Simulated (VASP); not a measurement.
**Ag: single point with PBEsol**

The system is Ag.

```xyz
4
Lattice="2.8862 0.0000 0.0000 -1.4431 2.4995 0.0000 0.0000 0.0000 10.0000" Properties=species:S:1:pos:R:3 pbc="T T T"
Ag    0.0000    0.0000    5.0000
Ag    0.0000    0.0000    0.0000
Ag    1.4431    0.8332    7.5000
Ag    0.0000    1.6663    2.5000
```

This isn't the form of Ag at room conditions, which is fcc.

```yaml
Program: VASP 6.6.1
Task: single point
Functional: PBEsol
Potentials_or_basis: VASP PAW PBE potentials, release 64 (Ag)
Cutoff: 520 eV
k_mesh: 11 × 11 × 3
Occupations: fermi-dirac, width 0.05 eV
Spin: no spin polarisation
```

| Property | Result |
| --- | --- |
| Pressure | -7.3 GPa |
| Band gap on the k mesh | none (metal or under the smearing width) |

Stress tensor (GPa, compression positive):
```
-6.17  0.00  0.00
 0.00 -6.17  0.00
 0.00  0.00 -9.46
```

Levels at points of the mesh, in eV from the Fermi level:
```tsv
k point	band 20	band 21	band 22	band 23	band 24	band 25
(0.00, 0.00, 0.00)	-3.33	-3.33	-3.02	-3.02	-0.72	2.50
```

Wall time 24 s on 1 thread of Intel(R) Xeon(R) 6975P-C (Granite Rapids) (shared host), peak memory 0.22 GiB.

Caveat: the PAW data sets were made with another functional, which shifts forces and pressure a little.
